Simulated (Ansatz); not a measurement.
Al2Pt in Ansatz: the effect of strain

Crystal: Al2Pt.

```
Pt Al
1.0
     0.00000    2.95500    2.83680
     2.95500    0.00000    2.83680
     2.95500    2.95500    0.00000
Pt Al
1 2
Direct
  0.00000 0.00000 0.00000
  0.75000 0.75000 0.75000
  0.25000 0.25000 0.25000
```

Alike in all runs:

| Quantity | Value |
| --- | --- |
| Program | Ansatz 0.2.0 |
| Task | relaxation of the atoms |
| Functional | PBE |
| Potentials or basis | Ansatz PAW |
| Cutoff | 420 eV (not typed: the program's choice for these potentials) |
| k mesh | 7 × 7 × 7 |
| Occupations | fermi-dirac, width 0.05 eV |
| Spin | no spin polarisation |
| Kind of strain | uniaxial |

Each run relaxes the cell or the atoms first.

```tsv
strain	pressure (GPa)
-0.04	8.7
-0.02	5.4
-0.01	3.9
0	2.5
0.01	1.1
0.02	?
0.04	-2.6
```

Question: What does the run with strain 0.02 give?

Answer: Pressure -0.2 GPa.

Worked out: A parabola through the other rows of the pressure, of slope -127 GPa per unit of strain there, gives -0.2 GPa, against the run's -0.2.

Caveats: the relaxation stopped at its first step, so nothing moved; the thresholds are loose for stress.
